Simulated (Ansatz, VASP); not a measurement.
**Two plane-wave programs on Ca**

```
Ca
1.0
     3.85366    0.00000    0.00000
    -1.92683    3.33736    0.00000
     0.00000    0.00000    6.34019
Ca
2
Direct
  0.33333 0.66667 0.25000
  0.66667 0.33333 0.75000
```

Alike in both runs: functional PBEsol; k mesh 12 × 12 × 8; occupations gaussian, width 0.1 eV; no spin polarisation.

Ansatz relaxed the structure, and its values are those at the end. VASP's run is a single point on that final structure, the one shown.

|  | VASP | Ansatz |
| --- | --- | --- |
| version | VASP 6.6.1 | Ansatz 0.2.0 |
| potentials or method | VASP PAW PBE potentials, release 64 (Ca_sv) | scalar-relativistic, plane waves, PAW |
| plane-wave cutoff (eV) | 520 | 420 |
| valence electrons in the cell | 20 | 20 |

|  | VASP | Ansatz | Ansatz less VASP |
| --- | --- | --- | --- |
| gap on the k mesh at the Fermi level (eV) | none | none | - |
| pressure (GPa) | 0.0 | 0.0 | -0.01 |

A gap of «none» marks a metal or a gap that the smearing closes.

Caveats: the PAW data sets were made with another functional, which shifts forces and pressure a little (VASP).
